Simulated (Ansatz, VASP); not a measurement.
## Two plane-wave programs on InSb2As3

The input INCAR:

```
  PREC = Accurate
  ENCUT = 600
  EDIFF = 1E-6
  ISMEAR = 0
  SIGMA = 0.1
  LREAL = False
  LASPH = True
  NELM = 100
  ALGO = Normal
  ISIF = 3
  LWAVE = False
  LCHARG = False
  GGA = PE
  IBRION = 2
  NSW = 90
  EDIFFG = -0.04
```

Contents of KPOINTS:

```
Automatic mesh
0
Gamma
  3 3 4
```

File POSCAR:

```
InSb2As3
1.0
    6.2269024901      0.0000000000      0.0000000000
   -3.1134512451      5.3926557434      0.0000000000
    0.0000000000      0.0000000000      4.7230630554
In Sb As
1 2 3
Direct
    0.0000000000      0.0000000000      0.5000000000
    0.3333333333      0.6666666667      0.0000000000
    0.6666666667      0.3333333333      0.0000000000
    0.5000000000      0.0000000000      0.5000000000
    0.0000000000      0.5000000000      0.5000000000
    0.5000000000      0.5000000000      0.5000000000
```

Input for Ansatz:

```yaml
crystal:
  lattice:
    - [6.2269024901, 0.0, 0.0]
    - [-3.1134512451, 5.3926557434, 0.0]
    - [0.0, 0.0, 4.7230630554]
  atoms:
    - { symbol: In, position: [0.0, 0.0, 0.5] }
    - { symbol: Sb, position: [0.3333333333, 0.6666666667, 0.0] }
    - { symbol: Sb, position: [0.6666666667, 0.3333333333, 0.0] }
    - { symbol: As, position: [0.5, 0.0, 0.5] }
    - { symbol: As, position: [0.0, 0.5, 0.5] }
    - { symbol: As, position: [0.5, 0.5, 0.5] }
basis:
  ecutwfc: 420
kpoints:
  mp_grid: { grid: [3, 3, 4] }
hamiltonian:
  xc: pbe
scf:
  occupations: { method: gaussian, width: 0.1 }
  lower_state_search: "off"
output:
  forces: true
  stress: true
  eigenvalues: true
relax:
  adjacent_minimum: "off"
  f_tol: 0.04
  max_steps: 70
  cell: { stress_tol: 0.4 }
```

Alike in both runs: task relaxation of cell and atoms; functional PBE; k mesh 3 × 3 × 4; occupations gaussian, width 0.1 eV; no spin polarisation.

|  | VASP | Ansatz |
| --- | --- | --- |
| version | VASP 6.6.1 | Ansatz 0.2.0 |
| potentials or method | VASP PAW PBE potentials, release 64 (In_d, Sb, As) | scalar-relativistic, plane waves, PAW |
| plane-wave cutoff (eV) | 600 | 420 |
| valence electrons in the cell | 38 | 88 |

VASP gave:

* gap on the k mesh at the Fermi level, each at its own relaxed structure (eV): none
* relaxed volume (Å³/atom): 28.43
* relaxed cell length with the largest relative difference (Å): 6.978
* energy change over the relaxation (meV/atom): -131

Which values does Ansatz return?

gap on the k mesh at the Fermi level, each at its own relaxed structure (eV): none; relaxed volume (Å³/atom): 28.20; relaxed cell length with the largest relative difference (Å): 6.952; energy change over the relaxation (meV/atom): -131.

A gap of «none» marks a metal or a gap that the smearing closes. The two sets of potentials don't hold the same shells in valence.

Caveats: the k mesh is coarse (spacing up to 0.39 Å⁻¹), so the values aren't converged. Spin-orbit coupling is left out, which matters for the levels of Sb.
